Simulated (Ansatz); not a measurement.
# WSe2: the cost of one run

Method: DFT LDA+D3(BJ), scalar-relativistic, plane waves, PAW, in Ansatz 0.2.0.

1 further run of the same task is left out (set aside as unsound or not needed).

## 1. The starting structure

It takes space group P-6m2 (No. 187, hexagonal). Conventional cell: a = 3.207 Å, b = 3.207 Å, c = 6.746 Å, α = 90.00°, β = 90.00°, γ = 120.00°. W (site symmetry -6m2) has 6 Se at 2.50 Å as nearest neighbours. Se (site symmetry 3m) is surrounded by 3 W at 2.50 Å.

Structure file:

```cif
data_structure
_symmetry_space_group_name_H-M 'P-6m2'
_symmetry_Int_Tables_number 187
_cell_length_a 3.2070
_cell_length_b 3.2070
_cell_length_c 6.7464
_cell_angle_alpha 90.000
_cell_angle_beta 90.000
_cell_angle_gamma 120.000
_cell_volume 60.09
loop_
_atom_site_label
_atom_site_type_symbol
_atom_site_symmetry_multiplicity
_atom_site_Wyckoff_symbol
_atom_site_fract_x
_atom_site_fract_y
_atom_site_fract_z
_atom_site_occupancy
W1 W 1 a 0.00000 0.00000 0.00000 1
Se1 Se 2 h 0.33333 0.66667 0.24802 1
```

It goes back to an entry of the Materials Project, which need not be the stable form.

This cell was relaxed beforehand with the same method: volume 20.03 Å³/atom, gap on the mesh 1.06 eV.

## 2. Plan of the line

The energy is mapped over two homogeneous strains (x along [1 0 0], y along [1 2 0], z along [0 0 1] of the conventional cell).

- strain +e along x and -e along y: 5 values from −15.0 to 15.0 %
- strain +e along z and -e/2 along x and y: 5 values from −7.0 to 7.0 %

Nothing else is relaxed (fractional coordinates fixed). Energies count from the relaxed crystal. Points are written as (first, second).

## 3. Grid point (−15.0 %, 3.5 %)

Input file input.yaml:

```yaml
crystal:
  lattice:
    - [2.6698630927, 0.0, 0.0]
    - [-1.3349315464, 3.1453834117, 0.0]
    - [0.0, 0.0, 6.9825489286]
  atoms:
    - { symbol: W, position: [0.0, 0.0, 0.0] }
    - { symbol: Se, position: [0.3333333333, 0.6666666667, 0.2480187231] }
    - { symbol: Se, position: [0.3333333333, 0.6666666667, 0.7519812769] }
basis:
  ecutwfc: 420
kpoints:
  mp_grid: { grid: [12, 12, 4] }
hamiltonian:
  xc: lda
  pseudopotentials: { kind: paw, azcp: { folder: soft_1 } }
  dispersion: d3bj
scf:
  occupations: { method: gaussian, width: 0.05 }
output:
  forces: true
  stress: true
  eigenvalues: true
```

Command:

```console
$ ansatz run input.yaml --threads 1 --pin off --max-ram 2048MiB --backend cpu --events-out ev --progress --plain --runs-dir out
```

What time and memory should one allow on 1 thread of Arm Neoverse V1, shared host?

About 23 s, with a peak of 0.41 GiB.
